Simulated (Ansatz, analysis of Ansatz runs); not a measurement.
## Reproducing a measured local vibrational mode: Li-H pair in ZnO

Aim: the local vibrational mode of the Li-H pair in ZnO, to be set beside the measurement. Set-up: PBE, 72-site cell, PBE lattice, 420 eV, k: the single point 1/4 1/4 1/4, anharmonic cut along the mode. The model is a cell of 72 host atoms with Li put on another atom's site and H put in between. The frequencies come from force constants among the defect atom and its neighbours, with the masses of the isotopes named.

**The experiment.** O-H stretch, 1H: 3577.3 cm⁻¹ at 10 K, by IR absorption (quoted in “Hydrogen-related defects in hydrothermally grown ZnO studied by Fourier Transform Infrared Spectroscopy”, 2010, Halvard Haug, quoting earlier work (2006)). O-D stretch, 2H: 2644.4 cm⁻¹, by IR absorption (quoted in “Hydrogen-related defects in hydrothermally grown ZnO studied by Fourier Transform Infrared Spectroscopy”, 2010, Halvard Haug, quoting earlier work (2006)). The calculation is set beside it at the end.

Main program and level: Ansatz 0.2.0; plane-wave PAW DFT, PBE; relaxation of all atoms of a defect supercell.

Report form: the programs' logs are mostly left out.

### Step 1. Set-up

The cell holds 73 atoms: 35 Zn, 36 O, 1 Li and 1 H. Its edges and angles: a = 9.839 Å, b = 9.839 Å, c = 10.587 Å, α = 90.0°, β = 90.0°, γ = 120.0°. It derives from ZnO (space group P6_3mc). Nearest the centre at fractional (0.556, 0.444, 0.559): H73 at 0.63 Å, Li38 at 1.08 Å, O39 at 1.63 Å, O28 at 2.28 Å, O60 at 2.28 Å, O36 at 2.28 Å, Zn29 at 2.77 Å, Zn61 at 2.77 Å.

The host's primitive cell comes from a first run (plane-wave PAW DFT, PBE; relaxation of the host's cell and atoms): vectors of 3.280, 3.280 and 5.293 Å. That is 12.33 Å³ an atom, 3.6 % over the diffraction cell's volume. The supercell is built on it.

### Step 2. Relaxation, charge 0

Every later number rests on the structure around the defect, so the atoms are relaxed at the host's lattice first.

relax/input.yaml

```yaml
relax:
  f_tol: 0.01
  max_steps: 80
  random_displacement: { amplitude: 0.02, seed: 31 }
crystal:
  lattice:
    - [9.83855992, 0.0, 0.0]
    - [-4.91927996, 8.52044283, 0.0]
    - [0.0, 0.0, 10.58650209]
  atoms:
    - { symbol: Zn, position: [0.111111111, 0.222222222, 0.249983552] }
    - { symbol: Zn, position: [0.222222222, 0.111111111, -1.6448e-05] }
    - { symbol: O, position: [0.222222222, 0.111111111, 0.189521448] }
    - { symbol: O, position: [0.111111111, 0.222222222, 0.439521448] }
    - { symbol: Zn, position: [0.111111111, 0.222222222, 0.749983552] }
    - { symbol: Zn, position: [0.222222222, 0.111111111, 0.499983552] }
    - { symbol: O, position: [0.222222222, 0.111111111, 0.689521448] }
    - { symbol: O, position: [0.111111111, 0.222222222, 0.939521448] }
[... 61 atom lines left out ...]
    - { symbol: Zn, position: [0.888888889, 0.777777778, 0.499983552] }
    - { symbol: O, position: [0.888888889, 0.777777778, 0.689521448] }
    - { symbol: O, position: [0.777777778, 0.888888889, 0.939521448] }
    - { symbol: H, position: [0.555555999, 0.444444001, 0.618445448] }
basis:
  ecutwfc: 420
  xc_grid: 2
hamiltonian:
  xc: pbe
kpoints:
  mp_grid: { grid: [1, 1, 1], shift: [0.25, 0.25, 0.25] }
scf:
  occupations: { method: fermi_dirac, width: 0.01 }
  max_iter: 120
output:
  forces: true
checkpoint:
  write: "../relax.run"
  compress: false
  write_wavefunctions: true
  write_every: 100000
```

Run with:

```bash
$ ansatz run input.yaml --threads 2 --pin off --max-ram 4710MiB --backend cpu --events-out ev --progress --plain --runs-dir out
```

The job ended after 3.5 min (2 threads of Intel Xeon Platinum 8259CL at 2.50GHz (Skylake/Cascade Lake), shared host; peak memory 2.4 GiB).

Relaxation path:

| step | energy less that of the first step (eV) | largest force component (eV/Å) |
| --- | --- | --- |
| 1 | 0.0000 | 2.4529 |
| 2 | -0.5590 | 1.1613 |
| 3 | -0.8357 | 0.1565 |
| 4 | -0.8374 | 0.9230 |
| 5 | -0.8503 | 0.0269 |
| 6 | -0.8503 | 0.0270 |
| 7 | -0.8503 | 0.0245 |
| 8 | -0.8507 | 0.0076 |
| 9 | -0.8507 | 0.0076 |

The atoms that moved most (Å, from the sites as typed, ahead of the random displacement):

| atom | dx | dy | dz | length |
| --- | --- | --- | --- | --- |
| Li38 | -0.003 | 0.002 | -0.404 | 0.404 |
| Zn37 | -0.095 | 0.055 | 0.071 | 0.131 |
| Zn61 | 0.089 | 0.054 | 0.069 | 0.125 |
| Zn29 | -0.002 | -0.104 | 0.068 | 0.124 |
| O35 | -0.003 | 0.002 | 0.091 | 0.091 |
| Zn34 | 0.003 | -0.002 | 0.083 | 0.083 |
| O39 | -0.002 | 0.002 | -0.070 | 0.070 |
| Zn33 | -0.059 | 0.035 | -0.001 | 0.069 |

The atoms nearest to the centre after the run:

| atom | distance (Å) |
| --- | --- |
| H73 | 0.586 |
| Li38 | 1.481 |
| O39 | 1.560 |
| O36 | 2.282 |
| O60 | 2.283 |
| O28 | 2.284 |
| Zn29 | 2.890 |
| Zn61 | 2.891 |
| Zn37 | 2.896 |

Neighbours of the added atoms: H73: O39 0.97, Li38 2.07, Zn61 2.50 Å.

Numbers from this step:

```yaml
free_energy: -136829.6606 eV
```

The relaxation ends 12 meV an atom lower than the displaced start, with a largest force component of 0.0076 eV/Å.

### Step 3. Local vibrational modes

A local mode lives on the defect and the atoms next to it, so only the sites listed in the input are displaced, which costs far fewer SCF runs than the whole cell would.

This step: plane-wave PAW DFT, PBE; finite-displacement force constants among the atoms nearest to a defect, the others at rest.

modes/input.yaml

```yaml
crystal:
  lattice:
    - [9.83855992, 0.0, 0.0]
    - [-4.91927996, 8.52044283, 0.0]
    - [0.0, 0.0, 10.58650209]
  atoms:
    - { symbol: Zn, position: [0.11048101, 0.222018382, 0.251625848] }
    - { symbol: Zn, position: [0.22051677, 0.109678763, 0.000761126] }
[... 11 atom lines left out ...]
    - { symbol: Zn, position: [0.227248333, 0.445515983, 0.498411782] }
[... 13 atom lines left out ...]
    - { symbol: O, position: [0.445258714, 0.222677736, 0.43795517] }
    - { symbol: Zn, position: [0.438190258, 0.209909887, 0.756432273] }
[... 6 atom lines left out ...]
    - { symbol: O, position: [0.444815703, 0.555077479, 0.437934092] }
    - { symbol: Zn, position: [0.43804522, 0.561906559, 0.756789393] }
    - { symbol: Li, position: [0.555363595, 0.444509954, 0.419347858] }
    - { symbol: O, position: [0.555525672, 0.444486018, 0.706555707] }
[... 6 atom lines left out ...]
    - { symbol: Zn, position: [0.554299628, 0.772637637, 0.498433742] }
[... 13 atom lines left out ...]
    - { symbol: O, position: [0.777187343, 0.554554236, 0.438011259] }
    - { symbol: Zn, position: [0.790078105, 0.561776471, 0.756578636] }
[... 8 atom lines left out ...]
    - { symbol: Zn, position: [0.885528935, 0.77233434, 0.498400225] }
[... 2 atom lines left out ...]
    - { symbol: H, position: [0.555495491, 0.44494332, 0.614579372] }
basis:
  ecutwfc: 420
  xc_grid: 2
hamiltonian:
  xc: pbe
kpoints:
  mp_grid: { grid: [1, 1, 1], shift: [0.25, 0.25, 0.25] }
scf:
  occupations: { method: fermi_dirac, width: 0.01 }
  max_iter: 120
output: {}
checkpoint:
  read: "../relax.run"
phonons:
  supercell: [1, 1, 1]
  displaced_sites: [36, 37, 38, 60, 72]
```

It took 18 min on 2 threads; peak memory 2.4 GiB.

Numbers from this step:

```yaml
free_energy: -136829.6606 eV
```

The modes with the largest weight on the probed atoms (the light atom of a pair), for the masses of each isotope. Modes of the displaced atoms (local only where they lie over the host's phonons):

| isotopes | mode (cm⁻¹) | share of the defect atoms |
| --- | --- | --- |
| H | 3653 | 0.944 |
| H | 670.5 | 0.848 |
| H | 665.9 | 0.839 |
| D | 2656 | 0.892 |
| D | 528.7 | 0.392 |
| D | 526.5 | 0.455 |

### Step 4. Point 1 along the mode

A light atom samples the curved part of its well, so the energy is mapped along the mode and the one-dimensional Schrödinger equation solved on it.

This step: plane-wave PAW DFT, PBE; single point of a defect supercell.

cut0/input.yaml

```yaml
crystal:
  lattice:
    - [9.83855992, 0.0, 0.0]
    - [-4.91927996, 8.52044283, 0.0]
    - [0.0, 0.0, 10.58650209]
  atoms:
    - { symbol: Zn, position: [0.11048101, 0.222018382, 0.251625848] }
    - { symbol: Zn, position: [0.22051677, 0.109678763, 0.000761126] }
[... 11 atom lines left out ...]
    - { symbol: Zn, position: [0.227248333, 0.445515983, 0.498411782] }
[... 13 atom lines left out ...]
    - { symbol: O, position: [0.445258714, 0.222677736, 0.43795517] }
    - { symbol: Zn, position: [0.438190258, 0.209909887, 0.756432273] }
[... 6 atom lines left out ...]
    - { symbol: O, position: [0.444815703, 0.555077479, 0.437934092] }
    - { symbol: Zn, position: [0.438046899, 0.561904889, 0.756787232] }
    - { symbol: Li, position: [0.555363527, 0.444509542, 0.419247784] }
    - { symbol: O, position: [0.555525237, 0.444494109, 0.70494108] }
[... 6 atom lines left out ...]
    - { symbol: Zn, position: [0.554299628, 0.772637637, 0.498433742] }
[... 13 atom lines left out ...]
    - { symbol: O, position: [0.777187343, 0.554554236, 0.438011259] }
    - { symbol: Zn, position: [0.790074795, 0.561774828, 0.756576501] }
[... 8 atom lines left out ...]
    - { symbol: Zn, position: [0.885528935, 0.77233434, 0.498400225] }
[... 2 atom lines left out ...]
    - { symbol: H, position: [0.555504553, 0.444820456, 0.640923704] }
basis:
  ecutwfc: 420
  xc_grid: 2
hamiltonian:
  xc: pbe
kpoints:
  mp_grid: { grid: [1, 1, 1], shift: [0.25, 0.25, 0.25] }
scf:
  occupations: { method: fermi_dirac, width: 0.01 }
  max_iter: 120
output:
  forces: true
checkpoint:
  read: "../relax.run"
```

Wall time 37 s (2 threads); peak memory 2.1 GiB.

This step gave:

```
free energy : -136825.1452 eV
```

The other runs of this kind differ in structure, charge or spin alone:

| run | outcome | energy less the first (eV) | moment (μB) | time |
| --- | --- | --- | --- | --- |
| point 1 along the mode | converged | 0.0000 | 0.00 | 37 s |
| point 2 along the mode | converged | -2.6085 | 0.00 | 39 s |
| point 3 along the mode | converged | -3.7831 | 0.00 | 38 s |
| point 4 along the mode | converged | -4.3637 | 0.00 | 34 s |
| point 5 along the mode | converged | -4.4075 | 0.00 | 31 s |
| point 6 along the mode | converged | -4.1471 | 0.00 | 31 s |
| point 7 along the mode | converged | -3.8284 | 0.00 | 34 s |
| point 8 along the mode | converged | -3.4220 | 0.00 | 34 s |
| point 9 along the mode | converged | -3.0012 | 0.00 | 33 s |

### Step 5. Anharmonic fundamental

Analysis of the runs above: one-dimensional Schroedinger equation on a polynomial through PBE energies along the local mode.

It gives:

```yaml
stretch: 3490 cm⁻¹
stretch_d: 2564 cm⁻¹
stretch_harmonic: 3653 cm⁻¹
stretch_d_harmonic: 2656 cm⁻¹
```

Energy against normal coordinate:

| normal coordinate (amu½ Å) | energy (eV) |
| --- | --- |
| -0.288 | 4.52 |
| -0.211 | 1.91 |
| -0.144 | 0.732 |
| -0.072 | 0.152 |
| 0.000 | 0 |
| 0.072 | 0.108 |
| 0.144 | 0.368 |
| 0.211 | 0.687 |
| 0.288 | 1.09 |
| 0.365 | 1.51 |

### Step 6. Results

| Item | Value |
| --- | --- |
| distance from the defect atom to its nearest neighbour | 0.974 Å |
| O-H stretch, 1H | 3490 cm⁻¹ |
| O-D stretch, 2H | 2564 cm⁻¹ |
| time of the whole chain | 27 min on 2 threads |

O-H stretch, 1H: computed 3490 cm⁻¹, measured 3577.3 cm⁻¹; 87 cm⁻¹ (2 %) below the measurement. O-D stretch, 2H: computed 2564 cm⁻¹, measured 2644.4 cm⁻¹; 80 cm⁻¹ (3 %) below the measurement. The anharmonic cut moves the O-H stretch, 1H from 3653 to 3490 cm⁻¹; a straight cut leaves out the coupling to the other modes. Only the named neighbours move, so modes near the host's band are approximate.

[Logs are printed without paths, hosts, clocks, repeated set-up lines and the standing remarks that a program may print on its own settings, such as how far it seeks lower states.]

[Hosts, paths, dates, database ids (printed as entryN), source tags and the programs' standing remarks are cut or masked in the printed files.]

[For some hosts the program warned that the k-mesh of the response run may be too coarse for force constants and the static dielectric constant; such warnings are not shown here.]
